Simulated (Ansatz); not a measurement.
# HfSi2 (ZrSi2 type): exact exchange against the cheap answer

How far do hybrid functionals move HfSi2 (ZrSi2 type) from its cheap description, and at what price?

Program: Ansatz 0.2.0. Level of theory: DFT at several levels, plane waves, PAW. These are calculated values, not measurements.

1 further run of the same task is left out (set aside as unsound or not needed). Runs told in other sessions of the task aren't counted.

### Step 1. The starting structure

It takes space group Cmcm (No. 63, orthorhombic). Conventional cell: a = 3.696 Å, b = 14.464 Å, c = 3.644 Å, α = 90.00°, β = 90.00°, γ = 90.00°. Around Hf (site symmetry m2m) lie 10 Si at 2.69 to 2.96 Å. Si (site symmetry m2m) has 2 Si at 2.42 Å and 6 Hf at 2.69 to 2.96 Å in its first shell of neighbours. Si (site symmetry m2m) is surrounded by 4 Si at 2.60 Å and 4 Hf at 2.78 to 2.80 Å.

As a file:

```
Hf Si
1.0
     1.84791   -7.23192    0.00000
     1.84791    7.23192    0.00000
     0.00000    0.00000    3.64409
Hf Si
2 4
Direct
  0.60463 0.39537 0.25000
  0.39537 0.60463 0.75000
  0.94513 0.05487 0.25000
  0.05487 0.94513 0.75000
  0.24990 0.75010 0.25000
  0.75010 0.24990 0.75000
```

An earlier run on this cell at PBE gave 1.27 GPa at 16.233 Å³/atom (6×6×6 mesh), no gap.

All runs below keep this geometry.

Levels to run, all on a 6×6×6 mesh: PBE; PBE0; PBE0 form (fraction 0.5); HSE06 form (fraction 0.4); HSE06 + D3(BJ). Hardware: 4 threads of Arm Neoverse V1, shared host.

### Step 2. PBE

File input.yaml:

```yaml
crystal:
  lattice:
    - [1.8479089694, -7.2319173323, 0.0]
    - [1.8479089694, 7.2319173323, 0.0]
    - [0.0, 0.0, 3.6440866249]
  atoms:
    - { symbol: Hf, position: [0.6046296419, 0.3953703581, 0.25] }
    - { symbol: Hf, position: [0.3953703581, 0.6046296419, 0.75] }
    - { symbol: Si, position: [0.9451270973, 0.0548729027, 0.25] }
    - { symbol: Si, position: [0.0548729027, 0.9451270973, 0.75] }
    - { symbol: Si, position: [0.249900207, 0.750099793, 0.25] }
    - { symbol: Si, position: [0.750099793, 0.249900207, 0.75] }
basis:
  ecutwfc: 420
  ecutrho_ratio: 4
kpoints:
  mp_grid: { grid: [6, 6, 6] }
hamiltonian:
  xc: pbe
scf:
  occupations: { method: gaussian, width: 0.05 }
output:
  forces: true
  stress: true
  eigenvalues: true
  populations: true
  write_density: true
  write_potential: true
  elf: true
  volumetric_format: npy
```

Command:

```sh
$ ansatz run input.yaml --threads 4 --pin off --max-ram 8192MiB --backend cpu --events-out ev --progress --plain --runs-dir out
```

Further steps of the session: PBE0; PBE0 form (fraction 0.5); HSE06 form (fraction 0.4); HSE06 + D3(BJ).

Before running it: what results should come out? Wanted: for each run, exact exchange; change of gap; pressure.

The runs gave:

| level | exact exchange | gap on the mesh (eV) | change of gap (eV) | pressure (GPa) | wall time | CPU time |
| --- | --- | --- | --- | --- | --- | --- |
| PBE | 0.00 | metal | 0 | 1.3 | 4.6 s | 17 s |
| PBE0 | 0.25 | metal | 0 | -0.9 | 3.2 min | 11 min |
| PBE0 form (fraction 0.5) | 0.50 | metal | 0 | -2.7 | 3.3 min | 12 min |
| HSE06 form (fraction 0.4) | 0.40 | metal | 0 | -1.5 | 2.8 min | 9.5 min |
| HSE06 + D3(BJ) | 0.25 | metal | 0 | -6.8 | 2.6 min | 8.5 min |

Changes count from PBE. Times are on 4 threads of Arm Neoverse V1, shared host; the hybrid runs also made densities of states.

Every hybrid shown leaves the cell metallic on this mesh. The pressure spans -6.8 to 1.3 GPa, negative where a level wants a smaller cell on this coarse mesh, whose own error is in all of them. Levels with a dispersion term owe part of their pull to it. «metal» means no gap on the mesh; bands that overlap can still move apart without opening one. The median run with exact exchange took 36 times the CPU time of the cheap one. Gaps are over this coarse mesh alone, and total energies of different levels can't be compared. Spin–orbit coupling is left out, though the cell holds Hf; in elements this heavy it can shift levels and gaps by tenths of an eV. The program warned that the SCF threshold is loose for the stress of this hybrid run. For a metal under a hybrid functional this mesh is coarse.
